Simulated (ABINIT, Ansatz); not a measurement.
# KI (Fm-3m): changed settings of a GW run in ABINIT

Aim: change inputs of a GW run on KI (Fm-3m) and see what moves.

Method: PBE and many-body steps on it, plane waves, in ABINIT 10.8.3.

**1. The structure**

It takes space group Fm-3m (No. 225, cubic). Conventional cell: a = 7.066 Å, b = 7.066 Å, c = 7.066 Å, α = 90.00°, β = 90.00°, γ = 90.00°. Nearest to K lie 6 I at 3.53 Å. I has 6 K at 3.53 Å nearest. Farther neighbours and most contacts between anions are not listed.

The cell and positions come from the Crystallography Open Database and are kept as given unless a step says otherwise. Spin-orbit coupling is left out unless a step names it.

**2. Screening, 4×4×4 mesh, 258 bands, screening to 247.6 eV**

This step: ABINIT 10.8.3; RPA screening on PBE, plane waves, norm-conserving pseudopotentials.

The RPA dielectric matrix is built and inverted for each q.

run.abi reads:

```
acell 3*1.0 Angstrom
rprim 
  0.000000000000 3.532775000000 3.532775000000
  3.532775000000 0.000000000000 3.532775000000
  3.532775000000 3.532775000000 -0.000000000000
ntypat 2
znucl 19 53
natom 2
typat 1 2
xred 
  0.000000000000 0.000000000000 0.000000000000
  0.500000000000 0.500000000000 0.500000000000
pp_dirpath "pseudos"
pseudos "K.upf, I.upf"
ecut 33
ngkpt 4 4 4
nshiftk 1
shiftk 0 0 0
kptopt 1
chksymbreak 0
istwfk *1
occopt 1
irdwfk 1
optdriver 3
nband 258
ecuteps 9.1
inclvkb 2
awtr 1
symchi 1
indata_prefix "in"
outdata_prefix "out"
tmpdata_prefix "tmp"
```

On the command line:

```sh
$ OMP_NUM_THREADS=1 mpirun -n 4 abinit run.abi > log
```

Log:

```text
.Version 10.8.3 of ABINIT. v10.8.2 released Aug 2026.

 Symmetries : space group Fm -3 m (#225); Bravais cF (face-center cubic)
[... echo of the input left out ...]
== DATASET  1 ==================================================================
-   mpi_nproc: 4, omp_nthreads: 1 (-1 if OMP is not activated)

--- !DatasetInfo
iteration_state: {dtset: 1, }
dimensions: {natom: 2, nkpt: 8, mband: 258, nsppol: 1, nspinor: 1, nspden: 1, mpw: 5434, }
cutoff_energies: {ecut:  33.0, pawecutdg:  -1.0, }
electrons: {nelect:   1.60000000E+01, charge:   0.00000000E+00, occopt:   1.00000000E+00, tsmear:   1.00000000E-02, }

 SCREENING: Calculation of the susceptibility and dielectric matrices

 Based on a program developped by R.W. Godby, V. Olevano, G. Onida, and L. Reining.
 Incorporated in ABINIT by V. Olevano, G.-M. Rignanese, and M. Torrent.
.Using double precision arithmetic ; gwpc =  8

[... cell and pseudopotentials left out ...]
--------------------------------------------------------------------------------

 ==== K-mesh for the wavefunctions ====
 Number of points in the irreducible wedge :     8
[... list of points left out ...]
 Together with 48 symmetry operations and time-reversal symmetry
 yields    64 points in the full Brillouin Zone.

 ==== Q-mesh for the screening function ====
 Number of points in the irreducible wedge :     8
[... list of points left out ...]
 Together with 48 symmetry operations and time-reversal symmetry
 yields    64 points in the full Brillouin Zone.

 setmesh: FFT mesh size selected  =    40x   40x   40
          total number of points  =        64000

 vcoul_init : cutoff-mode = AUXILIARY_FUNCTION
 q-points for optical limit:   1
     1)      0.000010    0.000020    0.000030

- screening: taking advantage of time-reversal symmetry
- Maximum band index for partially occupied states nbvw = 8
- Remaining bands to be divided among processors   nbcw = 250
- Number of bands treated by each node ~62

 Number of electrons calculated from density =   16.0000; Expected =   16.0000
 average of density, n =  0.026887
 r_s =    2.0707
 omega_plasma =   15.8172 [eV]

 calculating chi0 at frequencies [eV] :
  1    0.000000E+00    0.000000E+00
  2    0.000000E+00    1.581715E+01

--------------------------------------------------------------------------------
  q-point number  1        q = ( 0.000000, 0.000000, 0.000000) [r.l.u.]
--------------------------------------------------------------------------------
[... chi0 elements left out ...]
 For q-point:  0.000010 0.000020 0.000030
  dielectric constant =   2.6561
  dielectric constant without local fields =   3.2760

  Average fulfillment of the sum rule on Im[epsilon] for q-point    1 :     88.65  [%]
[... wings left out ...]
  q-point number  2        q = ( 0.250000, 0.000000, 0.000000) [r.l.u.]
--------------------------------------------------------------------------------
[... chi0 elements left out ...]
  Average fulfillment of the sum rule on Im[epsilon] for q-point    2 :     93.50  [%]

 [... 6 further q-points ...]
```

It took 4.2 min on 4 MPI ranks of Arm Neoverse V1, shared host; peak memory 2.9 GiB.

Numbers from this step:

```
ε∞ with local fields, on this mesh, along the program's q direction : 2.656
the same without local fields                                       : 3.276
plasma frequency                                                    : 15.82 eV
plane waves in the screening matrix                                 : 749
```

Local fields lower ε∞ by 19 %.

**3. Base**

The self-energy is evaluated for the states that the input lists, and the levels follow from it, in one-shot runs by the linearised quasiparticle equation.

This step: G0W0 on PBE, plane waves, norm-conserving pseudopotentials.

run.abi: that of step 2 with these lines changed.

```diff
@@ -23,8 +23,15 @@
 irdwfk 1
-optdriver 3
+optdriver 4
 nband 258
+gwcalctyp 0
+ecutsigx 33
+symsigma 1
+nkptgw 1
+kptgw 
+  0.0000000000 0.0000000000 0.0000000000
+bdgw 
+  6 12
 ecuteps 9.1
-inclvkb 2
-awtr 1
-symchi 1
+irdscr 1
+ppmodel 1
 indata_prefix "in"
```

Log:

```text
.Version 10.8.3 of ABINIT. v10.8.2 released Aug 2026.

 Symmetries : space group Fm -3 m (#225); Bravais cF (face-center cubic)
[... echo of the input left out ...]
== DATASET  1 ==================================================================
-   mpi_nproc: 4, omp_nthreads: 1 (-1 if OMP is not activated)

--- !DatasetInfo
iteration_state: {dtset: 1, }
dimensions: {natom: 2, nkpt: 8, mband: 258, nsppol: 1, nspinor: 1, nspden: 1, mpw: 5434, }
cutoff_energies: {ecut:  33.0, pawecutdg:  -1.0, }
electrons: {nelect:   1.60000000E+01, charge:   0.00000000E+00, occopt:   1.00000000E+00, tsmear:   1.00000000E-02, }

 SIGMA: Calculation of the GW corrections

 Based on a program developped by R.W. Godby, V. Olevano, G. Onida, and L. Reining.
 Incorporated in ABINIT by V. Olevano, G.-M. Rignanese, and M. Torrent.
.Using double precision arithmetic ; gwpc =  8

[... cell and pseudopotentials left out ...]
--------------------------------------------------------------------------------

 ==== K-mesh for the wavefunctions ====
 Number of points in the irreducible wedge :     8
[... list of points left out ...]
 Together with 48 symmetry operations and time-reversal symmetry
 yields    64 points in the full Brillouin Zone.

 ==== Q-mesh for screening function ====
 Number of points in the irreducible wedge :     8
[... list of points left out ...]
 Together with 48 symmetry operations and time-reversal symmetry
 yields    64 points in the full Brillouin Zone.

 vcoul_init : cutoff-mode = AUXILIARY_FUNCTION
 q-points for optical limit:   1
     1)      0.000010    0.000020    0.000030
 setmesh: FFT mesh size selected  =    50x   50x   50
          total number of points  =       125000

 Number of electrons calculated from density =   16.0000; Expected =   16.0000
 average of density, n =  0.026887
 r_s =    2.0707
 omega_plasma =   15.8172 [eV]

 === KS Band Gaps ===
  >>>> For spin  1
   Minimum direct gap =   3.9625 [eV], located at k-point      :   0.0000  0.0000  0.0000
   Fundamental gap    =   3.9625 [eV], Top of valence bands at :   0.0000  0.0000  0.0000
                                       Bottom of conduction at :   0.0000  0.0000  0.0000
 SIGMA fundamental parameters:
 PLASMON POLE MODEL  1
 number of plane-waves for SigmaX                 5329
 number of plane-waves for SigmaC and W            749
 number of plane-waves for wavefunctions          5329
 number of bands                                   258
 number of independent spin polarizations            1
 number of spinorial components                      1
 number of k-points in IBZ                           8
 number of q-points in IBZ                           8
 number of symmetry operations                      48
 number of k-points in BZ                           64
 number of q-points in BZ                           64
 number of frequencies for dSigma/dE                 9
 frequency step for dSigma/dE [eV]                0.25
 number of omega for Sigma on real axis              0
 max omega for Sigma on real axis  [eV]           0.00
 zcut for avoiding poles [eV]                     0.10

 EPSILON^-1 parameters (SCR file):
 dimension of the eps^-1 matrix on file            749
 dimension of the eps^-1 matrix used               749
 number of plane-waves for wavefunctions          5329
 number of bands                                   258
 number of q-points in IBZ                           8
 number of frequencies                               2
 number of real frequencies                          1
 number of imag frequencies                          1

 matrix elements of self-energy operator (all in [eV])

 Perturbative Calculation

--- !SelfEnergy_ee
iteration_state: {dtset: 1, }
kpoint     : [   0.000,    0.000,    0.000, ]
spin       : 1
KS_gap     :    3.962
QP_gap     :    6.067
Delta_QP_KS:    2.104
data: !SigmaeeData |
     Band     E0 <VxcDFT>   SigX SigC(E0)      Z dSigC/dE  Sig(E)    E-E0       E
        6   0.119 -11.176 -14.233   1.068   0.808  -0.237 -12.783  -1.608  -1.489
        7   0.119 -11.176 -14.233   1.068   0.808  -0.237 -12.783  -1.608  -1.489
        8   0.119 -11.176 -14.233   1.068   0.808  -0.237 -12.783  -1.608  -1.489
        9   4.081  -6.410  -2.934  -2.892   0.850  -0.176  -5.913   0.497   4.578
       10   6.624  -7.766  -3.475  -3.062   0.843  -0.187  -6.731   1.035   7.659
       11   6.624  -7.766  -3.475  -3.062   0.843  -0.187  -6.731   1.035   7.659
       12   6.624  -7.766  -3.475  -3.062   0.843  -0.187  -6.731   1.035   7.659

== END DATASET(S) ==============================================================
================================================================================

 -outvars: echo values of variables after computation  --------
           etotal      0.0000000000E+00
            nband         258
             nkpt           8
          spgroup         225
 [... the other variables as echoed above ...]

 Calculation completed.
```

Run time: 98 s. Hardware: 4 MPI ranks; peak memory 3.8 GiB.

Numbers from this step:

```
G0W0 gap on the points computed              : 6.067 eV
starting gap on the mesh                     : 3.962 eV
k of the valence top                         : 0, 0, 0
k of the conduction bottom                   : 0, 0, 0
Z at the valence top                         : 0.808
Z at the conduction bottom                   : 0.85
least direct G0W0 gap on the computed points : 6.067 eV
```

The gap on the mesh goes from 3.96 eV to 6.07 eV, a correction of +2.10 eV.

**4. Another k mesh than the file's**

run.abi: that of step 3 with these lines changed.

```diff
@@ -15,3 +15,3 @@
 ecut 33
-ngkpt 4 4 4
+ngkpt 5 5 5
 nshiftk 1
```

Log:

```text
.Version 10.8.3 of ABINIT. v10.8.2 released Aug 2026.

 Symmetries : space group Fm -3 m (#225); Bravais cF (face-center cubic)
================================================================================
 Values of the parameters that define the memory need of the present run
     intxc =       0    ionmov =       0      iscf =       7    lmnmax =       6
     lnmax =       6     mgfft =      50  mpssoang =       3    mqgrid =    3001
     natom =       2  nloc_mem =       1    nspden =       1   nspinor =       1
    nsppol =       1      nsym =      48    n1xccc =    2501    ntypat =       2
    occopt =       1   xclevel =       2
-    mband =         258        mffmem =           1         mkmem =           3
       mpw =        5400          nfft =      125000          nkpt =          10
================================================================================
  Rough estimation (10% accuracy) of disk space for files :
================================================================================

--------------------------------------------------------------------------------
------------- Echo of variables that govern the present computation ------------
--------------------------------------------------------------------------------
 -outvars: echo values of preprocessed input variables --------
            acell      1.8897261259E+00  1.8897261259E+00  1.8897261259E+00 Bohr

             bdgw           6      12
      chksymbreak           0
             ecut      3.30000000E+01 Hartree
          ecuteps      9.10000000E+00 Hartree
         ecutsigx      3.30000000E+01 Hartree
          ecutwfn      3.30000000E+01 Hartree
-          fftalg         312
           irdscr           1
           irdwfk           1

              ixc     -101130
[...]
.Using double precision arithmetic ; gwpc =  8

 Real(R)+Recip(G) space primitive vectors, cartesian coordinates (Bohr,Bohr^-1):
 R(1)=  0.0000000  6.6759772  6.6759772  G(1)= -0.0748954  0.0748954  0.0748954
 R(2)=  6.6759772  0.0000000  6.6759772  G(2)=  0.0748954 -0.0748954  0.0748954
 R(3)=  6.6759772  6.6759772  0.0000000  G(3)=  0.0748954  0.0748954 -0.0748954
 Unit cell volume ucvol=  5.9507887E+02 bohr^3
 Angles (23,13,12)=  6.00000000E+01  6.00000000E+01  6.00000000E+01 degrees

--- Pseudopotential description ------------------------------------------------
- K Generated using ONCVPSP code by D. R. Hamann
- 19.00000   9.00000  171031                  znucl, zion, pspdat
12 -101130 2 -1 2222                          pspcod,pspxc,lmax,lloc,mmax
     nproj     2     2     2
  pspatm : epsatm=    8.42413758
         --- l  ekb(1:nproj) -->
[...]
pspatm: atomic psp has been read  and splines computed

- I Generated using ONCVPSP code by D. R. Hamann
- 53.00000   7.00000  171031                  znucl, zion, pspdat
12 -101130 2 -1 1196                          pspcod,pspxc,lmax,lloc,mmax
     nproj     2     2     2
  pspatm : epsatm=   19.17056757
         --- l  ekb(1:nproj) -->
[...]
1    4.011347    0.742302
             2    4.134838    0.711910
 pspatm: atomic psp has been read  and splines computed

   4.41515282E+02                                ecore*ucvol(ha*bohr**3)
--------------------------------------------------------------------------------

--- !ERROR
message: |
    Cannot continue, basic dimensions/parameters reported in the header do not agree with input file.
    Check consistency between the content of the WFK external file and the input file.

--- !ERROR
message: |
    Cannot continue, basic dimensions/parameters reported in the header do not agree with input file.
    Check consistency between the content of the WFK external file and the input file.

--- from the log ---
Cannot continue, basic dimensions/parameters reported in the header do not agree with input file.
    Check consistency between the content of the WFK external file and the input file.
```

The job ended after 2.1 s (4 MPI ranks; peak memory 0.06 GiB).

The run stopped with an error after 2.1 s.

The program's words: Cannot continue, basic dimensions/parameters reported in the header do not agree with input file. Check consistency between the content of the WFK external file and the input file.

The fault put into this input: another k mesh than the file's.

**5. The runs together**

Times are wall times on 4 MPI ranks of Arm Neoverse V1, shared host, good to a factor of about two. A run's time includes the screening step that it read.

```csv
run,mesh,bands,screening cutoff (eV),DFT gap (eV),gap on the mesh (eV),direct (eV),ε∞ used,time
base,4×4×4,258,247.6,3.962,6.067,6.067,2.66,5.9 min
```

**6. Outcome**

* base: 6.067 eV
* known limits: not at the basis limit; no spin-orbit coupling

Bands and cutoff are finite, so the gap is not at the basis limit. The miss can reach some tenths of an eV and take either sign; the mesh is an error of its own. In the G0W0 run levels were corrected at 1 k point alone, so a gap called «on the mesh» is the least over those, and an edge elsewhere would be missed. The many-body steps are scalar-relativistic: spin-orbit coupling is not in them.

[Paths, hosts, dates, memory and timing lines, banners, echoed tables and standing remarks are left out of the program output.]

[Logs are printed without paths, hosts, clocks, repeated set-up lines and the standing remarks that a program may print on its own settings, such as how far it seeks lower states.]

[Runs of the session that timed out or met a known fault of the program may be left out.]

[Hosts, paths, dates, database ids (printed as entryN), source tags and the programs' standing remarks are cut or masked in the printed files.]

[G0W0 gaps are taken among the corrected bands and points alone; a level outside them can change the order at an edge.]

[Where Ansatz stands beside ABINIT at settings called matched, ABINIT's density can come from a denser mesh and the files from another edition; pairs whose starting gaps differed by over 0.03 eV were left out, so agreement reads better than it is.]
